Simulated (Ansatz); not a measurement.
# Ge: molecular dynamics

The plan is to heat the crystal hard, then cool it somewhat, and see whether it keeps its order. Runs: 140 steps of 2.25 fs under a Langevin thermostat at 2800 K; 110 steps of 3 fs under a Langevin thermostat at 1680 K. The start is the crystal (diamond), its volume scaled by 1.05.

Method: DFT PBEsol, plane waves, PAW, scalar-relativistic, no spin polarisation, in Ansatz 0.2.0.

### 1 Starting point

The cell holds 16 atoms (Ge16): a = 8.136 Å, b = 8.136 Å, c = 8.136 Å, α = 60.00°, β = 60.00°, γ = 60.00°.

Coordinates:

```xyz
16
Lattice="0.0000 5.7528 5.7528 5.7528 0.0000 5.7528 5.7528 5.7528 0.0000" Properties=species:S:1:pos:R:3 pbc="T T T"
Ge    0.0000    0.0000    0.0000
Ge    1.4382    1.4382    1.4382
Ge    2.8764    2.8764    0.0000
Ge    4.3146    4.3146    1.4382
Ge    2.8764    0.0000    2.8764
Ge    4.3146    1.4382    4.3146
Ge    5.7528    2.8764    2.8764
Ge    7.1910    4.3146    4.3146
Ge    0.0000    2.8764    2.8764
Ge    1.4382    4.3146    4.3146
Ge    2.8764    5.7528    2.8764
Ge    4.3146    7.1910    4.3146
Ge    2.8764    2.8764    5.7528
Ge    4.3146    4.3146    7.1910
Ge    5.7528    5.7528    5.7528
Ge    7.1910    7.1910    7.1910
```

### 2 Run 1

140 steps of 2.25 fs under a Langevin thermostat at 2800 K.

input.yaml reads:

```yaml
accuracy: low
crystal:
  lattice:
    - [0.0, 5.752803, 5.752803]
    - [5.752803, 0.0, 5.752803]
    - [5.752803, 5.752803, 0.0]
  atoms:
    - { symbol: Ge, position: [0.0, 0.0, 0.0] }
    - { symbol: Ge, position: [0.125, 0.125, 0.125] }
    - { symbol: Ge, position: [0.0, 0.0, 0.5] }
    - { symbol: Ge, position: [0.125, 0.125, 0.625] }
    - { symbol: Ge, position: [0.0, 0.5, 0.0] }
    - { symbol: Ge, position: [0.125, 0.625, 0.125] }
    - { symbol: Ge, position: [0.0, 0.5, 0.5] }
    - { symbol: Ge, position: [0.125, 0.625, 0.625] }
    - { symbol: Ge, position: [0.5, 0.0, 0.0] }
    - { symbol: Ge, position: [0.625, 0.125, 0.125] }
    - { symbol: Ge, position: [0.5, 0.0, 0.5] }
    - { symbol: Ge, position: [0.625, 0.125, 0.625] }
    - { symbol: Ge, position: [0.5, 0.5, 0.0] }
    - { symbol: Ge, position: [0.625, 0.625, 0.125] }
    - { symbol: Ge, position: [0.5, 0.5, 0.5] }
    - { symbol: Ge, position: [0.625, 0.625, 0.625] }
basis:
  ecutwfc: 420.0
kpoints:
  mp_grid: { grid: [2, 2, 2] }
hamiltonian:
  xc: pbesol
scf:
  occupations: { method: fermi_dirac, width: 0.24 }
  lower_state_search: "off"
md:
  timestep: 2.25
  n_steps: 140
  ensemble: nvt_langevin
  temperature: 2800.0
  initial_velocities: maxwell_boltzmann
  seed: 827046
  friction: 0.01
```

Started as:

```bash
ansatz run input.yaml --threads 2 --pin off --max-ram 5120MiB --backend cpu --events-out ev --progress --plain --runs-dir out
```

Standard output, cut to the lines that bear on the results:

```text
Warning: md: disabling space-group detection — thermal motion breaks the input geometry's symmetry, so no spatial operation reduces the k-mesh or symmetrises the density; time reversal is kept, so that k and −k are solved as one point where they differ and the mesh holds both, and exact [...]
Warning: RAYON_NUM_THREADS=2 ignored (pool sized by the plan → 2); use --threads N
band count auto-derived: 143 (N_el = 224.0; filled up to band 112; 135 by the electrons, moments and atoms)
[...]
Pseudopotentials: kind: paw
Pseudopotential: Ge, paw, valence charge 14, recommended cutoff 420 eV (normal), Ge.paw.azcp
Functional definition: PBEsol
[...]
Crystal: 16 atoms, lattice volume = 380.775 Å³
Basis set: ecut = 420 eV, 7391 PW (Γ), exchange–correlation on 120×120×120 points (8 copies of the dense FFT grid, shifted against one another)
Bands: 143, of which v1, the nominal top of the filled ones, is band 112 counted from 1 (111 counted from 0)
Symmetry: 1 space group operations
k-points: 8
[...]
SCF iter   1: F=—  HF=-68054.168665 eV  |F-HF|=—  |Δ(HF+E_count)|=         —  Δρ=1.88e-3  dr2=1.01e-2  ethr=1.77e-3  ⟨swp⟩=5.0  Hψ=3813  notcnv=0
[...]
md step     0: t =     0.00 fs  T =  2625.0 K  F+E_penalty+E_count = -68054.15988842 eV  E_kin = 5.428920 eV  (7 SCF iters)
[...]
md step    10: t =    22.50 fs  T =  2231.6 K  F+E_penalty+E_count = -68051.38538994 eV  E_kin = 4.615290 eV  (7 SCF iters)
[...]
md step    20: t =    45.00 fs  T =  2401.0 K  F+E_penalty+E_count = -68049.59209793 eV  E_kin = 4.965602 eV  (7 SCF iters)
[...]
md step    30: t =    67.50 fs  T =  2151.4 K  F+E_penalty+E_count = -68048.82467463 eV  E_kin = 4.449401 eV  (7 SCF iters)
[...]
md step    38: t =    85.50 fs  T =  2124.3 K  F+E_penalty+E_count = -68048.64056884 eV  E_kin = 4.393293 eV  (5 SCF iters)
md step    39: t =    87.75 fs  T =  2043.7 K  F+E_penalty+E_count = -68048.69723282 eV  E_kin = 4.226801 eV  (5 SCF iters)
```

### 3 The log goes on: dynamics from the start

Output, continued, cut to the lines that bear on the results:

```text
md step    40: t =    90.00 fs  T =  1944.7 K  F+E_penalty+E_count = -68048.76894374 eV  E_kin = 4.022011 eV  (7 SCF iters)
[...]
md step    64: t =   144.00 fs  T =  2217.3 K  F+E_penalty+E_count = -68048.90318053 eV  E_kin = 4.585689 eV  (6 SCF iters)
[...]
md step    88: t =   198.00 fs  T =  2261.9 K  F+E_penalty+E_count = -68048.10085894 eV  E_kin = 4.677908 eV  (5 SCF iters)
[...]
md step   112: t =   252.00 fs  T =  2393.0 K  F+E_penalty+E_count = -68048.65005366 eV  E_kin = 4.949067 eV  (5 SCF iters)
[...]
md step   139: t =   312.75 fs  T =  1663.1 K  F+E_penalty+E_count = -68047.95238583 eV  E_kin = 3.439643 eV  (5 SCF iters)
[...]
md step   140: t =   315.00 fs  T =  1696.3 K  F+E_penalty+E_count = -68047.90700804 eV  E_kin = 3.508299 eV  (6 SCF iters)
SCF converged after 6 iterations
Free energy (F): -68047.907008 eV
[...]
E sigma→0 (E₀):  -68047.155494 eV
Entropy (-TS):   -1.503028 eV (-93.939 meV/atom)
Fermi energy:    7.552654 eV
[...]
--- Forces (eV/Å), atoms counted from 1 ---
  atom   1  Ge    -0.71532087    -0.20636130    -0.27836143
  atom   2  Ge    -0.84693547    -0.37909627     0.75829794
  atom   3  Ge     1.90665602    -2.20355558     0.03034419
  atom   4  Ge    -0.48158261     0.00562305    -0.12879339
  atom   5  Ge    -0.03084819     0.19656351     0.36880655
  atom   6  Ge    -0.12069478    -0.47931144     0.49623636
  atom   7  Ge     1.06015612     0.14741851    -0.79460219
  atom   8  Ge     0.55097330     2.83617592    -0.56846101
[...]
--- MD trajectory: 140 steps, t = 0.0 → 315.0 fs ---
  final state: T = 1696.3 K   F+E_penalty+E_count = -68047.90700804 eV   E_kin = 3.508299 eV
```

It took 18 min on 2 threads of Intel Xeon 6975P-C (Granite Rapids), shared host; peak memory 1.3 GiB.

### 4 What the atoms did

The trajectory, every 8 steps (energies from step 0); msd is the mean square displacement from the start, the centre of mass held:

| time (fs) | T (K) | potential energy change (meV/atom) | msd Ge (Å²) |
| --- | --- | --- | --- |
| 0.0 | 2625 | 0.0 | 0.000 |
| 18.0 | 2884 | 124.5 | 0.029 |
| 36.0 | 2150 | 262.5 | 0.093 |
| 54.0 | 2223 | 315.6 | 0.167 |
| 72.0 | 2416 | 339.4 | 0.230 |
| 90.0 | 1945 | 336.9 | 0.298 |
| 108.0 | 2500 | 291.3 | 0.367 |
| 126.0 | 2231 | 308.5 | 0.468 |
| 144.0 | 2217 | 328.5 | 0.583 |
| 162.0 | 3013 | 300.0 | 0.690 |
| 180.0 | 2648 | 336.3 | 0.817 |
| 198.0 | 2262 | 378.7 | 0.964 |
| 216.0 | 2181 | 378.7 | 1.120 |
| 234.0 | 2908 | 344.9 | 1.251 |
| 252.0 | 2393 | 344.4 | 1.363 |
| 270.0 | 2556 | 369.5 | 1.493 |
| 288.0 | 2032 | 390.5 | 1.596 |
| 306.0 | 1952 | 376.3 | 1.650 |
| 315.0 | 1696 | 390.8 | 1.677 |

time (fs), T (K) and a bar:
```
      0.0       2625 #######################
     13.5       2767 ###########################
     27.0       2230 #############
     40.5       2376 #################
     54.0       2223 #############
     67.5       2151 ###########
     83.2       2219 #############
     96.8       2160 ############
    110.2       2331 ################
    123.8       2494 ####################
    137.2       2187 ############
    150.8       2561 ######################
    164.2       2895 ##############################
    177.8       2765 ###########################
    191.2       2300 ###############
    204.8       2442 ###################
    218.2       2335 ################
    231.8       2801 ############################
    247.5       2775 ###########################
    261.0       2499 ####################
    274.5       2066 #########
    288.0       2032 ########
    301.5       1943 ######
    315.0       1696
```

Pair distribution over the second half of the run:

| r (Å) | g Ge–Ge |
| --- | --- |
| 0.68 | 0.00 |
| 0.84 | 0.00 |
| 1.00 | 0.00 |
| 1.16 | 0.00 |
| 1.32 | 0.00 |
| 1.48 | 0.00 |
| 1.64 | 0.00 |
| 1.80 | 0.00 |
| 1.96 | 0.00 |
| 2.12 | 0.03 |
| 2.28 | 0.58 |
| 2.44 | 1.57 |
| 2.60 | 1.90 |
| 2.76 | 1.56 |
| 2.92 | 1.51 |
| 3.08 | 0.82 |
| 3.24 | 0.63 |

First peaks of g(r) (not always the tallest), and, where a minimum follows, the mean number of second-named atoms round a first-named one up to the next minimum:

| pair | peak (Å) | height | minimum (Å) | neighbours |
| --- | --- | --- | --- | --- |
| Ge–Ge | 2.60 | 1.9 | - | - |

### 5 Snapshots as a file

Positions (Å) and forces (eV/Å):

```xyz
16
Lattice="0.000 5.753 5.753 5.753 0.000 5.753 5.753 5.753 0.000" Properties=species:S:1:pos:R:3:forces:R:3 pbc="T T T" time_fs=51.8 T=2108 dE=4.9211
Ge    0.321    0.059   -0.086   -0.346    0.963    1.303
Ge    1.660    1.599    1.488   -0.716   -1.249    1.238
Ge    2.926    2.954    0.050    0.746    1.093    0.300
Ge    4.605    4.867    1.727    0.103   -0.875   -1.309
Ge    3.005   -0.529    2.683   -1.214    1.838    0.775
Ge    4.852    1.461    4.186   -1.433    0.311   -0.311
Ge    5.869    2.954    2.510    0.172    0.597    1.212
Ge    7.170    4.438    4.560    1.012   -1.014   -1.705
Ge   -0.233    2.971    3.215    3.014   -0.014   -0.503
Ge    1.557    4.353    4.316   -0.519   -0.193   -1.077
Ge    2.737    5.871    2.834   -0.732   -0.070   -0.445
Ge    4.112    7.266    4.199   -1.474   -0.121    0.913
Ge    2.773    3.141    5.846    1.067   -2.088    1.130
Ge    4.694    4.147    7.200   -0.729    0.247   -1.700
Ge    5.382    5.698    5.423    0.223   -0.104    0.823
Ge    6.836    6.883    7.061    0.824    0.680   -0.643
16
Lattice="0.000 5.753 5.753 5.753 0.000 5.753 5.753 5.753 0.000" Properties=species:S:1:pos:R:3:forces:R:3 pbc="T T T" time_fs=105.8 T=2606 dE=4.7255
Ge    0.574    0.336    0.099   -1.137    0.758   -0.552
Ge    1.870    1.530    1.802   -0.278    0.884    0.403
Ge    3.279    3.069    0.351   -0.043    0.168    0.463
Ge    4.694    4.905    1.549    0.243   -0.592   -0.572
Ge    3.048   -0.498    2.506    0.629   -0.118    0.585
Ge    4.662    1.613    3.881   -0.917   -1.374    1.312
Ge    5.951    3.274    2.885    0.885    0.381   -0.298
Ge    7.580    4.377    4.589   -0.371    0.322   -0.713
Ge   -0.270    2.996    3.482   -0.206   -1.199   -1.234
Ge    1.321    4.342    4.410    2.061    0.542    0.182
Ge    2.636    5.717    2.454   -1.190    0.230    0.886
Ge    3.643    7.341    4.175   -0.006   -0.616   -0.021
Ge    2.573    2.622    5.841    1.554    1.040   -0.774
Ge    5.020    4.054    7.068   -1.409   -0.463    0.058
Ge    5.264    5.546    5.187    0.683    0.399   -0.386
Ge    6.652    7.009    6.812   -0.497   -0.362    0.661
16
Lattice="0.000 5.753 5.753 5.753 0.000 5.753 5.753 5.753 0.000" Properties=species:S:1:pos:R:3:forces:R:3 pbc="T T T" time_fs=157.5 T=2414 dE=4.8286
Ge    0.760    0.807    0.036   -0.773   -0.160   -0.315
Ge    1.927    1.759    2.156   -0.337    0.180    0.283
Ge    3.576    2.830    0.617    0.167   -0.379   -0.645
Ge    4.565    5.019    1.228    0.287    0.456    0.356
Ge    3.086   -0.441    2.156    0.125   -0.441    1.015
Ge    4.331    1.599    3.814    0.076   -0.357    0.147
Ge    5.801    3.530    2.971    0.103    0.325   -0.031
Ge    7.914    4.609    4.753    0.147   -0.047   -0.599
Ge   -0.185    2.714    3.391   -0.048   -0.135   -0.243
Ge    1.227    4.352    4.645   -0.409    1.275   -0.722
Ge    2.346    5.559    2.445   -0.441    0.260   -0.251
Ge    3.338    7.333    4.005    0.325    0.132    0.588
Ge    2.617    2.664    5.400    1.176   -1.026    0.961
Ge    4.900    3.758    6.903   -0.773    0.116   -0.617
Ge    5.391    5.437    4.944   -0.194   -0.124    0.027
Ge    6.272    7.198    6.685    0.571   -0.077    0.047
16
Lattice="0.000 5.753 5.753 5.753 0.000 5.753 5.753 5.753 0.000" Properties=species:S:1:pos:R:3:forces:R:3 pbc="T T T" time_fs=209.2 T=2345 dE=6.1264
Ge    0.722    1.032   -0.218   -0.317    0.123   -0.077
Ge    1.866    1.840    2.273    0.636   -0.194   -0.812
Ge    3.611    2.210    0.282   -2.540    1.208   -0.493
Ge    4.551    5.358    1.272   -0.066    0.869   -1.897
Ge    3.029   -0.417    2.175   -0.573    0.408    0.819
Ge    4.153    1.363    3.800    1.243   -0.673   -0.469
Ge    5.165    3.858    2.943    0.070   -1.696    0.441
Ge    8.329    4.908    4.900    0.044   -0.093   -0.021
Ge   -0.287    2.651    3.178   -0.716   -0.018    0.399
Ge    0.988    4.441    4.586   -0.043   -0.243   -0.525
Ge    2.489    5.472    2.574   -0.687   -1.019    0.089
Ge    2.809    7.619    3.556    0.286    1.353    0.855
Ge    2.783    2.799    5.049   -0.468    0.673    1.033
Ge    4.426    3.708    6.830    0.536   -0.153   -0.973
Ge    5.444    5.383    4.748    0.451    0.270    1.118
Ge    5.691    7.220    6.542    2.145   -0.816    0.513
16
Lattice="0.000 5.753 5.753 5.753 0.000 5.753 5.753 5.753 0.000" Properties=species:S:1:pos:R:3:forces:R:3 pbc="T T T" time_fs=263.2 T=2598 dE=5.7130
Ge    0.601    1.631   -0.410   -0.083   -0.253   -0.244
Ge    2.183    2.144    2.059   -1.002    0.039    0.558
Ge    3.278    2.203   -0.128    0.459    0.419   -0.687
Ge    4.432    6.102    1.022   -0.253    0.036   -0.070
Ge    2.807   -0.406    2.292   -0.324   -0.418   -0.109
Ge    4.289    1.127    3.580    0.783    0.283    0.399
Ge    4.530    3.981    3.207    1.638   -0.301   -0.161
Ge    8.298    4.776    4.938    0.742   -0.037    0.129
Ge   -0.531    2.744    3.061    0.692   -0.452    0.774
Ge    1.074    4.630    4.581   -2.283    0.116    0.942
Ge    2.530    5.192    2.883   -0.088    1.036   -1.540
Ge    2.491    7.835    3.092    0.139    0.037    0.123
Ge    2.804    2.908    4.827    0.367   -0.610    0.957
Ge    4.465    3.746    6.738   -0.247    0.351   -1.197
Ge    5.925    5.546    4.770   -0.162   -1.099   -0.582
Ge    5.778    7.213    6.423   -0.378    0.851    0.706
16
Lattice="0.000 5.753 5.753 5.753 0.000 5.753 5.753 5.753 0.000" Properties=species:S:1:pos:R:3:forces:R:3 pbc="T T T" time_fs=315.0 T=1696 dE=6.2529
Ge    0.704    1.948   -0.429   -0.715   -0.206   -0.278
Ge    2.336    2.488    1.891   -0.847   -0.379    0.758
Ge    3.118    2.575   -0.405    1.907   -2.204    0.030
Ge    4.413    6.592    0.804   -0.482    0.006   -0.129
Ge    2.565   -0.323    1.794   -0.031    0.197    0.369
Ge    4.606    1.133    3.063   -0.121   -0.479    0.496
Ge    4.435    3.755    3.244    1.060    0.147   -0.795
Ge    8.350    4.705    4.882    0.551    2.836   -0.569
Ge   -0.362    2.883    3.006    0.203    0.022   -0.190
Ge    0.868    4.801    4.799   -0.262   -0.142    0.098
Ge    2.450    5.191    2.801   -0.400    0.191   -0.419
Ge    2.699    7.812    2.901    0.005   -0.025   -0.574
Ge    3.053    2.959    5.043   -2.496   -1.506   -0.553
Ge    4.435    3.919    6.537    2.115    1.126    1.774
Ge    6.041    5.226    4.545   -0.560    0.445    0.537
Ge    5.879    7.357    6.646    0.072   -0.029   -0.558
```

Reading of run 1. Against a set 2800 K the second half averages 2439 K with a spread of 383 K (in equilibrium 16 atoms would scatter by about 572 K, over a far longer run); 359 meV/atom has gone into potential energy, and a thermostat that acts over some 100 fs has not made it up in 315 fs. By the end 3 of 16 atoms (3 Ge) stand more than 1.74 Å from where they began, which a hop or a large turn of a group can both give. Counted from the crystal's sites, with the common drift removed, the atoms stand 1.28 Å away over the last tenth of the run (root mean square), 51 % of the neighbour distance: well past the 10 to 20 % at which crystals usually melt, so the lattice order is being lost.

### 6 Run 2

110 steps of 3 fs under a Langevin thermostat at 1680 K, starting from the last frame of an earlier run, with new velocities.

input.yaml reads:

```yaml
accuracy: low
crystal:
  lattice:
    - [0.0, 5.752803, 5.752803]
    - [5.752803, 0.0, 5.752803]
    - [5.752803, 5.752803, 0.0]
  atoms:
    - { symbol: Ge, position: [0.07083984, -0.14541263, 0.2677533] }
    - { symbol: Ge, position: [0.17757555, 0.15117448, 0.25484738] }
    - { symbol: Ge, position: [-0.08238639, 0.011921, 0.53003495] }
    - { symbol: Ge, position: [0.25927636, -0.11953374, 0.88654746] }
    - { symbol: Ge, position: [-0.09513974, 0.40690917, 0.03892314] }
    - { symbol: Ge, position: [-0.03565121, 0.56805549, 0.23263467] }
    - { symbol: Ge, position: [0.22284813, 0.34103675, 0.42980075] }
    - { symbol: Ge, position: [0.10752617, 0.74113716, 0.71025365] }
    - { symbol: Ge, position: [0.54338304, -0.02076775, -0.04224356] }
    - { symbol: Ge, position: [0.75893984, 0.07527896, 0.075608] }
    - { symbol: Ge, position: [0.48163271, 0.00525415, 0.42068944] }
    - { symbol: Ge, position: [0.69645573, -0.19225061, 0.66142982] }
    - { symbol: Ge, position: [0.43012484, 0.44643539, 0.08424485] }
    - { symbol: Ge, position: [0.52330421, 0.61300618, 0.15785175] }
    - { symbol: Ge, position: [0.32415023, 0.46588349, 0.58425312] }
    - { symbol: Ge, position: [0.70609706, 0.44915773, 0.57284123] }
basis:
  ecutwfc: 420.0
kpoints:
  mp_grid: { grid: [2, 2, 2] }
hamiltonian:
  xc: pbesol
scf:
  occupations: { method: fermi_dirac, width: 0.24 }
  lower_state_search: "off"
md:
  timestep: 3
  n_steps: 110
  ensemble: nvt_langevin
  temperature: 1680.0
  initial_velocities: maxwell_boltzmann
  seed: 17843
  friction: 0.05
```

Started as:

```bash
ansatz run input.yaml --threads 2 --pin off --max-ram 5120MiB --backend cpu --events-out ev --progress --plain --runs-dir out
```

Standard output, cut to the lines that bear on the results:

```text
Warning: md: disabling space-group detection — thermal motion breaks the input geometry's symmetry, so no spatial operation reduces the k-mesh or symmetrises the density; time reversal is kept, so that k and −k are solved as one point where they differ and the mesh holds both, and exact [...]
Warning: RAYON_NUM_THREADS=2 ignored (pool sized by the plan → 2); use --threads N
band count auto-derived: 143 (N_el = 224.0; filled up to band 112; 135 by the electrons, moments and atoms)
[...]
Pseudopotentials: kind: paw
Pseudopotential: Ge, paw, valence charge 14, recommended cutoff 420 eV (normal), Ge.paw.azcp
Functional definition: PBEsol
[...]
Crystal: 16 atoms, lattice volume = 380.775 Å³
Basis set: ecut = 420 eV, 7391 PW (Γ), exchange–correlation on 120×120×120 points (8 copies of the dense FFT grid, shifted against one another)
Bands: 143, of which v1, the nominal top of the filled ones, is band 112 counted from 1 (111 counted from 0)
Symmetry: 1 space group operations
k-points: 8
[...]
SCF iter   1: F=—  HF=-68047.938933 eV  |F-HF|=—  |Δ(HF+E_count)|=         —  Δρ=3.17e-3  dr2=1.24e-1  ethr=1.77e-3  ⟨swp⟩=5.2  Hψ=3998  notcnv=0
[...]
md step     0: t =     0.00 fs  T =  1575.0 K  F+E_penalty+E_count = -68047.90700787 eV  E_kin = 3.257352 eV  (8 SCF iters)
[...]
md step     7: t =    21.00 fs  T =  1289.1 K  F+E_penalty+E_count = -68048.22390967 eV  E_kin = 2.666076 eV  (6 SCF iters)
[...]
md step    14: t =    42.00 fs  T =  1582.6 K  F+E_penalty+E_count = -68048.92603354 eV  E_kin = 3.273154 eV  (6 SCF iters)
[...]
md step    21: t =    63.00 fs  T =  1454.4 K  F+E_penalty+E_count = -68049.03885423 eV  E_kin = 3.007913 eV  (6 SCF iters)
[...]
md step    27: t =    81.00 fs  T =  2118.5 K  F+E_penalty+E_count = -68049.13077346 eV  E_kin = 4.381403 eV  (6 SCF iters)
md step    28: t =    84.00 fs  T =  2152.9 K  F+E_penalty+E_count = -68049.12949473 eV  E_kin = 4.452562 eV  (6 SCF iters)
```

### 7 More of the same log: dynamics from the last frame of the run before

The log, continued, cut to the lines that bear on the results:

```text
md step    29: t =    87.00 fs  T =  1583.8 K  F+E_penalty+E_count = -68049.11781432 eV  E_kin = 3.275615 eV  (6 SCF iters)
[...]
md step    49: t =   147.00 fs  T =  1355.1 K  F+E_penalty+E_count = -68048.54060527 eV  E_kin = 2.802518 eV  (6 SCF iters)
[...]
md step    69: t =   207.00 fs  T =  1365.5 K  F+E_penalty+E_count = -68049.32048429 eV  E_kin = 2.824117 eV  (6 SCF iters)
[...]
md step    89: t =   267.00 fs  T =  1478.0 K  F+E_penalty+E_count = -68049.08127782 eV  E_kin = 3.056764 eV  (6 SCF iters)
[...]
md step   109: t =   327.00 fs  T =  1727.5 K  F+E_penalty+E_count = -68047.98367044 eV  E_kin = 3.572759 eV  (6 SCF iters)
[...]
md step   110: t =   330.00 fs  T =  1522.8 K  F+E_penalty+E_count = -68047.76889410 eV  E_kin = 3.149493 eV  (6 SCF iters)
SCF converged after 6 iterations
Free energy (F): -68047.768894 eV
[...]
E sigma→0 (E₀):  -68047.065218 eV
Entropy (-TS):   -1.407351 eV (-87.959 meV/atom)
Fermi energy:    7.529799 eV
[...]
--- Forces (eV/Å), atoms counted from 1 ---
  atom   1  Ge     0.59074537     0.18861065    -0.03433135
  atom   2  Ge    -0.72463976    -2.41439657    -1.48595389
  atom   3  Ge    -2.91182510     1.19323840    -2.14959206
  atom   4  Ge    -0.52090432    -0.44288308    -0.19045527
  atom   5  Ge    -0.46272007     0.27461027    -0.11784322
  atom   6  Ge    -0.49173478     1.87411020     0.45881355
  atom   7  Ge     0.32604071    -0.45194139    -0.16854328
  atom   8  Ge    -0.11419676    -0.11088060     0.01188107
[...]
--- MD trajectory: 110 steps, t = 0.0 → 330.0 fs ---
  final state: T = 1522.8 K   F+E_penalty+E_count = -68047.76889410 eV   E_kin = 3.149493 eV
```

Run time: 11 min. Hardware: 2 threads of Intel Xeon 6975P-C (Granite Rapids), shared host; peak memory 1.3 GiB.

(Part 1 of 2 ends here.)
